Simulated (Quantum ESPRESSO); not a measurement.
# AlN (F-43m) in Quantum ESPRESSO: notebook

Runs on AlN. Level: WC. Tasks: phonons.

All numbers are computed with Quantum ESPRESSO 7.5; they aren't measurements. Logs are shortened: lines on timing, memory, paths and dates and some standing lists are left out, and cuts for length are marked.

### Step 1. Starting point

Symmetry: F-43m, No. 216, cubic system. The conventional cell has a = 4.368 Å, b = 4.368 Å, c = 4.368 Å, α = 90.00°, β = 90.00°, γ = 90.00°. Around Al (site symmetry -43m) lie 4 N at 1.89 Å. N (site symmetry -43m) is surrounded by 4 Al at 1.89 Å.

Measurements of this composition are mostly on another form, of space group No. 186.

### Step 2. Phonons, WC

pw.in reads:

```
&CONTROL
  calculation = 'scf'
  prefix = 'pwscf'
  outdir = './tmp'
  pseudo_dir = './pseudo'
  tprnfor = .true.
  tstress = .true.
  disk_io = 'low'
/
&SYSTEM
  ibrav = 0
  nat = 2
  ntyp = 2
  ecutwfc = 84
  nbnd = 9
  input_dft = 'wc'
  occupations = 'smearing'
  smearing = 'fd'
  degauss = 0.00367493
/
&ELECTRONS
  conv_thr = 4d-10
  electron_maxstep = 120
  mixing_beta = 0.5
/
ATOMIC_SPECIES
Al    26.9815 Al.upf
N     14.0070 N.upf
CELL_PARAMETERS angstrom
   0.0000000000    2.1839935596    2.1839935596
   2.1839935596    0.0000000000    2.1839935596
   2.1839935596    2.1839935596    0.0000000000
ATOMIC_POSITIONS crystal
Al     0.0000000000    0.0000000000    0.0000000000
N      0.2500000000    0.2500000000    0.2500000000
K_POINTS automatic
6 6 6 1 1 1
```

relax.in reads:

```
&CONTROL
  calculation = 'vc-relax'
  prefix = 'pwscf'
  outdir = './tmp'
  pseudo_dir = './pseudo'
  tprnfor = .true.
  tstress = .true.
  disk_io = 'low'
  nstep = 40
  forc_conv_thr = 0.0001
  etot_conv_thr = 1d-06
/
&SYSTEM
  ibrav = 0
  nat = 2
  ntyp = 2
  ecutwfc = 84
  nbnd = 9
  input_dft = 'wc'
  occupations = 'smearing'
  smearing = 'fd'
  degauss = 0.00367493
/
&ELECTRONS
  conv_thr = 4d-10
  electron_maxstep = 120
  mixing_beta = 0.5
/
&IONS
  ion_dynamics = 'bfgs'
/
&CELL
  cell_dynamics = 'bfgs'
  press = 0
  press_conv_thr = 0.2
/
ATOMIC_SPECIES
Al    26.9815 Al.upf
N     14.0070 N.upf
CELL_PARAMETERS angstrom
   0.0000000000    2.1839935596    2.1839935596
   2.1839935596    0.0000000000    2.1839935596
   2.1839935596    2.1839935596    0.0000000000
ATOMIC_POSITIONS crystal
Al     0.0000000000    0.0000000000    0.0000000000
N      0.2500000000    0.2500000000    0.2500000000
K_POINTS automatic
6 6 6 1 1 1
```

scf2.in reads:

```
&CONTROL
  calculation = 'scf'
  prefix = 'pwscf'
  outdir = './tmp'
  pseudo_dir = './pseudo'
  tprnfor = .true.
  tstress = .true.
  disk_io = 'low'
/
&SYSTEM
  ibrav = 0
  nat = 2
  ntyp = 2
  ecutwfc = 84
  nbnd = 9
  input_dft = 'wc'
  occupations = 'fixed'
/
&ELECTRONS
  conv_thr = 1d-13
  electron_maxstep = 120
  mixing_beta = 0.5
  startingpot = 'file'
  startingwfc = 'file'
/
ATOMIC_SPECIES
Al    26.9815 Al.upf
N     14.0070 N.upf
CELL_PARAMETERS angstrom
   0.0000000000    2.1932815847    2.1932815847
   2.1932815847    0.0000000000    2.1932815847
   2.1932815847    2.1932815847    0.0000000000
ATOMIC_POSITIONS crystal
Al     0.0000000000    0.0000000000    0.0000000000
N      0.2500000000    0.2500000000    0.2500000000
K_POINTS automatic
6 6 6 1 1 1
```

ph.in reads:

```
phonons of AlN
&INPUTPH
  prefix = 'pwscf'
  outdir = './tmp'
  tr2_ph = 1d-16
  fildyn = 'dyn'
  niter_ph = 60
  alpha_mix(1) = 0.7
  epsil = .true.
/
0.0000000000 0.0000000000 0.0000000000
```

dynmat.in reads:

```
&INPUT
  fildyn = 'dyn'
  asr = 'crystal'
  lperm = .true.
  filout = 'dynmat.disp'
  fileig = 'dynmat.eig'
/
```

dynmat_lo.in reads:

```
&INPUT
  fildyn = 'dyn'
  asr = 'crystal'
  filout = 'dynmat_lo.disp'
  fileig = 'dynmat_lo.eig'
  q(1) = 0
  q(2) = 0
  q(3) = 1
/
```

Potentials or basis: PseudoDojo 0.4.1 SR PBE standard.

The run is started by

```console
> OMP_NUM_THREADS=1 pw.x -in pw.in > pw.out
> OMP_NUM_THREADS=1 pw.x -in relax.in > relax.out
> OMP_NUM_THREADS=1 pw.x -in scf2.in > scf2.out
> OMP_NUM_THREADS=1 ph.x -in ph.in > ph.out
> OMP_NUM_THREADS=1 dynmat.x -in dynmat.in > dynmat.out
> OMP_NUM_THREADS=1 dynmat.x -in dynmat_lo.in > dynmat_lo.out
```

pw.out:

```text
This program is part of the open-source Quantum ESPRESSO suite
     for quantum simulation of materials; please cite
         "P. Giannozzi et al., J. Phys.:Condens. Matter 21 395502 (2009);
         "P. Giannozzi et al., J. Phys.:Condens. Matter 29 465901 (2017);
         "P. Giannozzi et al., J. Chem. Phys. 152 154105 (2020);
     in publications or presentations arising from this work. More details at

     IMPORTANT: XC functional enforced from input :
     Exchange-correlation= WC
                           (   1   4  11   4   0   0   0)
     Any further DFT definition will be discarded
     Please, verify this is what you really want

     Message from routine setup:
     using ibrav=0 with symmetry is DISCOURAGED, use correct ibrav instead

     G-vector sticks info
     --------------------
     sticks:   dense  smooth     PW     G-vecs:    dense   smooth      PW
     Sum         793     793    253                14553    14553    2637

     Using Slab Decomposition

     bravais-lattice index     =            0
     lattice parameter (alat)  =       5.8367  a.u.
     unit-cell volume          =     140.5985 (a.u.)^3
     number of atoms/cell      =            2
     number of atomic types    =            2
     number of electrons       =         8.00
     number of Kohn-Sham states=            9
     kinetic-energy cutoff     =      84.0000  Ry
     charge density cutoff     =     336.0000  Ry
     scf convergence threshold =      4.0E-10
     mixing beta               =       0.5000
     number of iterations used =            8  plain     mixing
     Exchange-correlation= WC
                           (   1   4  11   4   0   0   0)

     celldm(1)=   5.836671  celldm(2)=   0.000000  celldm(3)=   0.000000
     celldm(4)=   0.000000  celldm(5)=   0.000000  celldm(6)=   0.000000

     crystal axes: (cart. coord. in units of alat)
               a(1) = (   0.000000   0.707107   0.707107 )
               a(2) = (   0.707107   0.000000   0.707107 )
               a(3) = (   0.707107   0.707107   0.000000 )

     reciprocal axes: (cart. coord. in units 2 pi/alat)
               b(1) = ( -0.707107  0.707107  0.707107 )
               b(2) = (  0.707107 -0.707107  0.707107 )
               b(3) = (  0.707107  0.707107 -0.707107 )

     PseudoPot. # 1 for Al read from file:
     Al.upf
     Pseudo is Norm-conserving + core correction, Zval =  3.0
     Generated using ONCVPSP code by D. R. Hamann
     Using radial grid of 1876 points,  6 beta functions with:
                l(1) =   0
                l(2) =   0
                l(3) =   1
                l(4) =   1
                l(5) =   2
                l(6) =   2

     PseudoPot. # 2 for N  read from file:
     N.upf
     Pseudo is Norm-conserving + core correction, Zval =  5.0
     Generated using ONCVPSP code by D. R. Hamann
     Using radial grid of 1058 points,  4 beta functions with:
                l(1) =   0
                l(2) =   0
                l(3) =   1
                l(4) =   1

     atomic species   valence    mass     pseudopotential
     Al                3.00    26.98150     Al( 1.00)
     N                 5.00    14.00700     N ( 1.00)

     24 Sym. Ops. (no inversion) found

   Cartesian axes

     site n.     atom                  positions (alat units)
         1        Al     tau(   1) = (   0.0000000   0.0000000   0.0000000  )
         2        N      tau(   2) = (   0.3535534   0.3535534   0.3535534  )

     number of k points=    28  Fermi-Dirac smearing, width (Ry)=  0.0037
                       cart. coord. in units 2pi/alat
        k(    1) = (   0.0589256   0.0589256   0.0589256), wk =   0.0185185
        k(    2) = (   0.1767767   0.1767767  -0.0589256), wk =   0.0555556
        k(    3) = (   0.2946278   0.2946278  -0.1767767), wk =   0.0555556
        k(    4) = (  -0.2946278  -0.2946278   0.4124790), wk =   0.0555556
        k(    5) = (  -0.1767767  -0.1767767   0.2946278), wk =   0.0555556
        k(    6) = (  -0.0589256  -0.0589256   0.1767767), wk =   0.0555556
[... 20 lines left out ...]
        k(   27) = (   0.2946278   0.2946278   0.2946278), wk =   0.0185185
        k(   28) = (  -0.2946278  -0.2946278   0.8838835), wk =   0.0555556

     Dense  grid:    14553 G-vectors     FFT dimensions: (  36,  36,  36)

     Initial potential from superposition of free atoms

     starting charge       7.9975, renormalised to       8.0000
     Starting wfcs are    8 randomized atomic wfcs +    1 random wfcs

     Self-consistent Calculation

     iteration #  1     ecut=    84.00 Ry     beta= 0.50
     Davidson diagonalization with overlap
     ethr =  1.00E-02,  avg # of iterations =  6.1

     total energy              =     -25.38653056 Ry
     estimated scf accuracy    <       0.56711891 Ry

     iteration #  2     ecut=    84.00 Ry     beta= 0.50
     Davidson diagonalization with overlap
     ethr =  7.09E-03,  avg # of iterations =  1.9

     total energy              =     -25.54175222 Ry
     estimated scf accuracy    <       0.07124783 Ry

     iteration #  3     ecut=    84.00 Ry     beta= 0.50
     Davidson diagonalization with overlap
     ethr =  8.91E-04,  avg # of iterations =  1.0

     total energy              =     -25.55283392 Ry
     estimated scf accuracy    <       0.00422802 Ry

     iteration #  4     ecut=    84.00 Ry     beta= 0.50
     Davidson diagonalization with overlap
     ethr =  5.29E-05,  avg # of iterations =  2.4

     total energy              =     -25.55342204 Ry
     estimated scf accuracy    <       0.00086618 Ry

     iteration #  5     ecut=    84.00 Ry     beta= 0.50
     Davidson diagonalization with overlap
     ethr =  1.08E-05,  avg # of iterations =  2.5

     total energy              =     -25.55342337 Ry
     estimated scf accuracy    <       0.00009588 Ry

     iteration #  6     ecut=    84.00 Ry     beta= 0.50
     Davidson diagonalization with overlap
     ethr =  1.20E-06,  avg # of iterations =  2.9

     total energy              =     -25.55345314 Ry
     estimated scf accuracy    <       0.00006476 Ry

     iteration #  7     ecut=    84.00 Ry     beta= 0.50
     Davidson diagonalization with overlap
     ethr =  8.10E-07,  avg # of iterations =  1.0

     total energy              =     -25.55345878 Ry
     estimated scf accuracy    <       0.00000320 Ry

     iteration #  8     ecut=    84.00 Ry     beta= 0.50
     Davidson diagonalization with overlap
     ethr =  4.00E-08,  avg # of iterations =  1.9

     total energy              =     -25.55345917 Ry
     estimated scf accuracy    <       0.00000033 Ry

     iteration #  9     ecut=    84.00 Ry     beta= 0.50
     Davidson diagonalization with overlap
     ethr =  4.10E-09,  avg # of iterations =  2.2

     total energy              =     -25.55345924 Ry
     estimated scf accuracy    <       0.00000001 Ry

     iteration # 10     ecut=    84.00 Ry     beta= 0.50
     Davidson diagonalization with overlap
     ethr =  1.42E-10,  avg # of iterations =  3.1

     total energy              =     -25.55345925 Ry
     estimated scf accuracy    <          1.2E-09 Ry

     iteration # 11     ecut=    84.00 Ry     beta= 0.50
     Davidson diagonalization with overlap
     ethr =  1.52E-11,  avg # of iterations =  2.6

     total energy              =     -25.55345925 Ry
     estimated scf accuracy    <       0.00000001 Ry

     iteration # 12     ecut=    84.00 Ry     beta= 0.50
     Davidson diagonalization with overlap
     ethr =  1.52E-11,  avg # of iterations =  2.0

     End of self-consistent calculation

          k = 0.0589 0.0589 0.0589 (  1841 PWs)   bands (ev):

    -8.0024   6.2871   6.8498   6.8498  11.4674  19.1224  19.5098  19.5098
    23.5009

          k = 0.1768 0.1768-0.0589 (  1840 PWs)   bands (ev):

    -7.4831   4.4527   6.3048   6.8175  12.9607  18.1861  19.0531  19.6152
    21.5622

          k = 0.2946 0.2946-0.1768 (  1840 PWs)   bands (ev):

    -6.4669   1.9971   6.0041   6.5345  14.2130  16.5048  18.4769  18.6165
    23.8628

          k =-0.2946-0.2946 0.4125 (  1833 PWs)   bands (ev):

    -6.0014   1.1210   6.0692   6.2958  14.4707  15.8454  18.2699  18.5369
    24.7709

          k =-0.1768-0.1768 0.2946 (  1848 PWs)   bands (ev):

    -6.8156   2.7406   6.3136   6.3953  13.7967  17.0172  18.5289  19.1198
    22.6011

          k =-0.0589-0.0589 0.1768 (  1837 PWs)   bands (ev):

    -7.7356   5.3432   6.5827   6.6733  12.3624  18.4702  19.5307  19.7719
    21.1059

          k = 0.2946 0.0589 0.0589 (  1833 PWs)   bands (ev):

    -7.2342   4.2659   6.1568   6.1828  13.0920  17.6059  18.3381  20.2803
    20.7823

          k = 0.4125 0.1768-0.0589 (  1833 PWs)   bands (ev):

    -6.4064   2.8251   5.2322   5.9358  13.2375  17.0647  17.8491  20.2510
    21.9081

          k =-0.1768-0.4125 0.5303 (  1825 PWs)   bands (ev):

    -5.7172   1.7400   4.6170   5.7606  13.6436  16.2455  18.9649  19.5950
    23.5310

          k =-0.0589-0.2946 0.4125 (  1830 PWs)   bands (ev):

    -6.1168   2.3363   4.6111   6.1511  14.2422  16.2256  18.3631  19.5149
    22.9132

          k = 0.0589-0.1768 0.2946 (  1836 PWs)   bands (ev):

    -7.0130   3.5329   5.8013   6.5358  13.6567  17.3917  18.1964  19.7114
    21.4654

          k = 0.5303 0.0589 0.0589 (  1811 PWs)   bands (ev):

    -5.9014   2.5297   5.0915   5.3588  11.2535  16.0757  19.4946  21.7018
    22.0059

          k =-0.0589-0.5303 0.6482 (  1818 PWs)   bands (ev):

    -5.4211   2.3229   4.1225   4.9952  11.4933  16.5558  19.8722  20.9119
    22.7197

          k = 0.0589-0.4125 0.5303 (  1824 PWs)   bands (ev):

    -5.5301   2.3442   3.5456   5.5315  13.0590  16.9088  19.1366  20.0170
    23.2774

          k = 0.1768-0.2946 0.4125 (  1824 PWs)   bands (ev):

    -6.0603   1.6175   5.4732   6.1980  14.4802  15.6932  18.7319  18.8696
    23.8375

          k =-0.6482 0.0589 0.0589 (  1806 PWs)   bands (ev):

    -5.4492   2.0815   4.7880   5.1667  10.5009  15.7126  20.4599  22.2072
    22.3005

          k =-0.5303 0.1768-0.0589 (  1829 PWs)   bands (ev):

    -5.8077   2.4269   4.6384   5.3219  12.1552  16.7969  18.7177  20.8652
    22.4032

          k =-0.4125 0.0589 0.0589 (  1826 PWs)   bands (ev):

    -6.5743   3.2940   5.6015   5.7117  12.4635  16.7731  18.3394  20.9723
    21.4023

          k = 0.1768 0.1768 0.1768 (  1847 PWs)   bands (ev):

    -7.2476   3.5921   6.6289   6.6289  13.2461  17.7767  19.1578  19.1578
    23.1140

          k = 0.2946 0.2946 0.0589 (  1839 PWs)   bands (ev):

    -6.6113   2.7913   5.2207   6.5863  14.4497  16.4920  18.3469  19.1331
    22.2556

          k =-0.2946-0.2946 0.6482 (  1820 PWs)   bands (ev):

    -5.7920   2.1383   3.9853   6.0859  13.8660  16.3469  18.9251  19.5291
    24.3574

          k =-0.1768-0.1768 0.5303 (  1821 PWs)   bands (ev):

    -5.7632   2.0668   4.5310   5.6813  12.6753  16.7723  18.9348  20.2356
    22.4565

          k = 0.4125 0.1768 0.1768 (  1836 PWs)   bands (ev):

    -6.2738   2.1851   5.6071   5.9670  13.6584  16.4643  18.4732  19.5326
    22.5149

          k =-0.1768-0.4125 0.7660 (  1826 PWs)   bands (ev):

    -5.6629   2.3079   4.0787   5.3455  13.2651  16.9938  18.3571  20.1151
    23.3099

          k =-0.0589-0.2946 0.6482 (  1824 PWs)   bands (ev):

    -5.3924   2.7007   3.5634   4.6417  12.7153  17.5565  18.8196  19.7949
    23.5926

          k =-0.7660 0.1768 0.1768 (  1826 PWs)   bands (ev):

    -5.4506   2.4201   3.4747   5.5222  12.0326  16.8947  19.7074  20.8663
    22.1082

          k = 0.2946 0.2946 0.2946 (  1838 PWs)   bands (ev):

    -6.2325   1.3353   6.4319   6.4319  14.0825  16.7897  18.1220  18.1220
    24.4685

          k =-0.2946-0.2946 0.8839 (  1820 PWs)   bands (ev):

    -5.8518   1.4427   5.0890   6.1655  14.4261  15.6008  18.8514  18.9986
    24.6831

     the Fermi energy is     8.3843 ev

!    total energy              =     -25.55345925 Ry
     estimated scf accuracy    <          3.2E-10 Ry
     smearing contrib. (-TS)   =      -0.00000000 Ry
     internal energy E=F+TS    =     -25.55345925 Ry

     The total energy is F=E-TS. E is the sum of the following terms:
     one-electron contribution =      -0.89044838 Ry
     hartree contribution      =       5.58841345 Ry
     xc contribution           =      -8.45146510 Ry
     ewald contribution        =     -21.79995921 Ry

     convergence has been achieved in  12 iterations

     Forces acting on atoms (cartesian axes, Ry/au):

     atom    1 type  1   force =    -0.00000000   -0.00000000    0.00000000
     atom    2 type  2   force =     0.00000000    0.00000000   -0.00000000

     Total force =     0.000000     Total SCF correction =     0.000000

     Computing stress (Cartesian axis) and pressure

          total   stress  (Ry/bohr**3)                   (kbar)     P=       25.97
   0.00017651  -0.00000000  -0.00000000           25.97       -0.00       -0.00
  -0.00000000   0.00017651  -0.00000000           -0.00       25.97       -0.00
  -0.00000000  -0.00000000   0.00017651           -0.00       -0.00       25.97

=------------------------------------------------------------------------------=
   JOB DONE.
=------------------------------------------------------------------------------=
```

It took 40 s on 1 thread of AMD EPYC 9R45 (Zen 5), shared host; peak memory 0.06 GiB.

Results:

```
Free energy                                             : -347.6747 eV
Relaxed volume                                          : 10.55 Å³/atom
Relaxed cell                                            : a = 3.102 Å, b = 3.102 Å, c = 3.102 Å, α = 60.00°, β = 60.00°, γ = 60.00°
Space group after relaxing (to 0.05 Å)                  : F-43m (No. 216)
Pressure after relaxing                                 : 0.0 GPa
Electronic dielectric tensor (diagonal)                 : 4.62
Born charges (mean of the diagonal)                     : Al +2.53; N -2.53 e
Highest phonon frequency at Γ, LO-TO splitting left out : 653 cm⁻¹
Static dielectric tensor (diagonal)                     : 8.40
```

Step by step:
```
step  energy change (eV)  largest force (eV/Å)  pressure (GPa)  volume (Å³)
   1              0.0000                0.0000            2.60        20.83
   2             -0.0021                0.0000           -0.10        21.11
   3             -0.0021                0.0000            0.00        21.10
```

Final structure:
```
Al N
1.0
     0.00000    2.19328    2.19328
     2.19328    0.00000    2.19328
     2.19328    2.19328    0.00000
Al N
1 1
Direct
  0.00000 0.00000 0.00000
  0.25000 0.25000 0.25000
```

Phonon frequencies in cm⁻¹ (negative: imaginary):
```tsv
q point	frequencies
(0.000, 0.000, 0.000)	-3 -3 -3 653 653 653
```

Electronic dielectric tensor:
```
4.62 0.00 0.00
0.00 4.62 0.00
0.00 0.00 4.62
```

Born effective charge tensors (e):
atom 1, Al
```
2.53 0.00 0.00
0.00 2.53 0.00
0.00 0.00 2.53
```
atom 2, N
```
-2.53  0.00  0.00
 0.00 -2.53  0.00
 0.00  0.00 -2.53
```

Optical modes at Γ, degenerate ones joined, polar ones without the macroscopic field:
| cm⁻¹ | components | symmetry | active in | IR intensity, summed ((D/Å)²/amu) |
| --- | --- | --- | --- | --- |
| 653 | 3 | T2 | IR and Raman | 47.87 |

Zone-centre frequencies without and with the macroscopic field along z (cm⁻¹):
|  | optical modes in rising order |
| --- | --- |
| without | 653 653 653 |
| with the field | 653 653 881 |

Static dielectric tensor, electrons and zone-centre modes:
```
8.40 0.00 0.00
0.00 8.40 0.00
0.00 0.00 8.40
```

Caveat: the potentials were made for another functional, which shifts forces and pressure.

(Part 1 of 2 ends here.)
